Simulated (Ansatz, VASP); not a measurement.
**Two plane-wave programs on Ge**

Contents of INCAR:

```
ALGO = Normal
EDIFF = 1E-7
ENCUT = 520
GGA = PE
ISIF = 2
ISMEAR = -1
LASPH = T
LCHARG = T
LELF = T
LREAL = F
LVHAR = T
LWAVE = F
NBANDS = 36
NELM = 80
PREC = Accurate
SIGMA = 0.05
```

File KPOINTS:

```
k-points
0
Gamma
  8 8 4
```

File POSCAR:

```
Ge
1.0
    3.9975858431      0.0000000000      0.0000000000
   -1.9987929216      3.4620108940      0.0000000000
    0.0000000000      0.0000000000      6.5993779500
Ge
4
Direct
    0.3333333333      0.6666666667      0.9370987500
    0.6666666667      0.3333333333      0.4370987500
    0.3333333333      0.6666666667      0.5629012500
    0.6666666667      0.3333333333      0.0629012500
```

The input input.yaml:

```yaml
crystal:
  lattice:
    - [3.9975858431, 0.0, 0.0]
    - [-1.9987929216, 3.462010894, 0.0]
    - [0.0, 0.0, 6.59937795]
  atoms:
    - { symbol: Ge, position: [0.3333333333, 0.6666666667, 0.93709875] }
    - { symbol: Ge, position: [0.6666666667, 0.3333333333, 0.43709875] }
    - { symbol: Ge, position: [0.3333333333, 0.6666666667, 0.56290125] }
    - { symbol: Ge, position: [0.6666666667, 0.3333333333, 0.06290125] }
hamiltonian:
  xc: pbe
  pseudopotentials: { kind: paw }
kpoints:
  mp_grid: { grid: [8, 8, 4] }
scf:
  occupations: { method: fermi_dirac, width: 0.05 }
output:
  forces: true
  stress: true
  eigenvalues: true
  write_density: true
  write_potential: true
  elf: true
  volumetric_format: npy
```

This isn't the form of Ge at room conditions, which is diamond.

Alike in both runs: task single point; functional PBE; k mesh 8 × 8 × 4; occupations fermi-dirac, width 0.05 eV; no spin polarisation.

```csv
,VASP,Ansatz
version,VASP 6.6.1,Ansatz 0.2.0
potentials or method,"VASP PAW PBE potentials, release 64 (Ge_d)",Ansatz PAW
plane-wave cutoff (eV),520,420
valence electrons in the cell,56,56
```

```tsv
	VASP	Ansatz	Ansatz less VASP
gap on the k mesh at the Fermi level (eV)	0.12	0.13	+0.005
least direct gap on the mesh (eV)	0.12	0.13	+0.005
pressure (GPa)	2.9	2.9	+0.05
largest component of the traceless stress (GPa)	0.17	0.18	+0.006
rms of the force components (eV/Å)	0.008	0.008	-0.0001
```

Atom by atom the forces differ by 0.000 eV/Å (rms over components).

A k mesh can miss the band edges. A hybrid or GW would open this gap; PBE tends to underestimate it.
